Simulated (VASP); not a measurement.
The system is MgSe.

```
Mg Se
1.0
     0.00000    2.72550    2.72550
     2.72550    0.00000    2.72550
     2.72550    2.72550    0.00000
Mg Se
1 1
Direct
  0.00000 0.00000 0.00000
  0.50000 0.50000 0.50000
```

```yaml
Program: VASP 6.6.1
Task: relaxation of cell and atoms
Functional: PBE
Potentials_or_basis: VASP PAW PBE potentials, release 64 (Mg, Se)
Cutoff: 600 eV
k_mesh: 8 × 8 × 8
Occupations: gaussian, width 0.02 eV
Spin: no spin polarisation
```

At the start: pressure 1.9 GPa; volume 20.25 Å³/atom.

Problem. Where does the relaxation end?

Solution. Over 3 steps the energy falls by 3.5 meV/atom and the volume is 20.85 Å³/atom (+3.0 %); space group Fm-3m (No. 225, to 0.05 Å).

The path:
```
step  energy change (eV)  largest force (eV/Å)  pressure (GPa)  volume (Å³)
   1              0.0000                0.0000            1.91        40.49
   2             -0.0067                0.0000           -0.33        41.92
   3             -0.0070                0.0000            0.00        41.69
```

Final structure:
```
Mg Se
1.0
     0.00000    2.75218    2.75218
     2.75218    0.00000    2.75218
     2.75218    2.75218    0.00000
Mg Se
1 1
Cartesian
  0.0000 0.0000 0.0000
  2.7522 2.7522 2.7522
```
